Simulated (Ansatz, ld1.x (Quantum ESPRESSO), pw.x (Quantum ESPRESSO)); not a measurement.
## What a changed setting does to a pw.x run (bcc Sr)

Potential: norm-conserving Troullier–Martins (Kleinman–Bylander form), ld1.x (Quantum ESPRESSO) 7.5, PBE; core [Kr], reference 4d0 5s1.5 5p0.5; waves: 5p (bound): rc 3.45 bohr; 4d (bound, empty): rc 3.05 bohr; 5s (bound): rc 3.75 bohr; local part: the s channel; core correction: Bessel-smoothed model core inside 3.38 bohr.

The reference run (k-mesh 10³, cutoffs 50/200 Ry, Fermi–Dirac 0.01 Ry, mixing_beta 0.4, conv_thr 1e-9, no spin) gives 0.09 GPa at 54.586 Å³/atom, where all-electron LAPW gives 0.01 GPa. This run, with its own iteration cap, changes degauss to 0.005.

```
&control
  calculation='scf', prefix='x', pseudo_dir='./', outdir='./tmp', tstress=.true., disk_io='none'
/
&system
  ibrav=0, nat=1, ntyp=1, ecutwfc=50, ecutrho=200, nbnd=8,
  occupations='smearing', smearing='fd', degauss=0.005
/
&electrons
  conv_thr=1e-09, mixing_beta=0.4, electron_maxstep=60
/
ATOMIC_SPECIES
Sr 1.0 Sr.UPF
CELL_PARAMETERS angstrom
  -2.38968373 2.38968373 2.38968373
  2.38968373 -2.38968373 2.38968373
  2.38968373 2.38968373 -2.38968373
ATOMIC_POSITIONS crystal
Sr 0.0000 0.0000 0.0000
K_POINTS automatic
10 10 10 0 0 0
```

```bash
pw.x < Sr.scf.in > Sr.scf.out
```

Q: How does the run end?

A: It converges in 6 iterations; the free energy moves by +30.8 meV/atom and the pressure by -0.11 GPa. In a metal, with Fermi–Dirac smearing, F lies below its zero-width value by a term in the square of the width.

```
Message from routine setup:
     using ibrav=0 with symmetry is DISCOURAGED, use correct ibrav instead
     lattice parameter (alat)  =       7.8217  a.u.
     unit-cell volume          =     368.3646 (a.u.)^3
     number of electrons       =         2.00
     number of Kohn-Sham states=            8
     kinetic-energy cutoff     =      50.0000  Ry
     charge density cutoff     =     200.0000  Ry
     scf convergence threshold =      1.0E-09
     Exchange-correlation= PBE
     number of k points=    47  Fermi-Dirac smearing, width (Ry)=  0.0050
     iteration #  1     ecut=    50.00 Ry     beta= 0.40
     c_bands:  1 eigenvalues not converged
     total energy              =      -2.72826430 Ry
     estimated scf accuracy    <       0.00054418 Ry
     iteration #  2     ecut=    50.00 Ry     beta= 0.40
     total energy              =      -2.72847813 Ry
     estimated scf accuracy    <       0.00021743 Ry
     iteration #  3     ecut=    50.00 Ry     beta= 0.40
     total energy              =      -2.72849323 Ry
     estimated scf accuracy    <       0.00000020 Ry
     iteration #  4     ecut=    50.00 Ry     beta= 0.40
     c_bands:  1 eigenvalues not converged
     total energy              =      -2.72849437 Ry
     estimated scf accuracy    <       0.00000016 Ry
     iteration #  5     ecut=    50.00 Ry     beta= 0.40
     total energy              =      -2.72849439 Ry
     estimated scf accuracy    <       0.00000005 Ry
     iteration #  6     ecut=    50.00 Ry     beta= 0.40
     the Fermi energy is     1.9175 ev
!    total energy              =      -2.72849439 Ry
     estimated scf accuracy    <          4.4E-10 Ry
     smearing contrib. (-TS)   =      -0.00146831 Ry
     The total energy is F=E-TS. E is the sum of the following terms:
     one-electron contribution =       1.06035397 Ry
     hartree contribution      =       0.00340128 Ry
     xc contribution           =      -2.17902041 Ry
     ewald contribution        =      -1.61176092 Ry
     convergence has been achieved in   6 iterations
          total   stress  (Ry/bohr**3)                   (kbar)     P=       -0.18
     Message from routine punch:
     Nothing written, as per user request (disk_io='none')
```

The run took about 9.8 s on one core of a shared host (Neoverse-V1, 32 threads, 247 GiB, load 24).
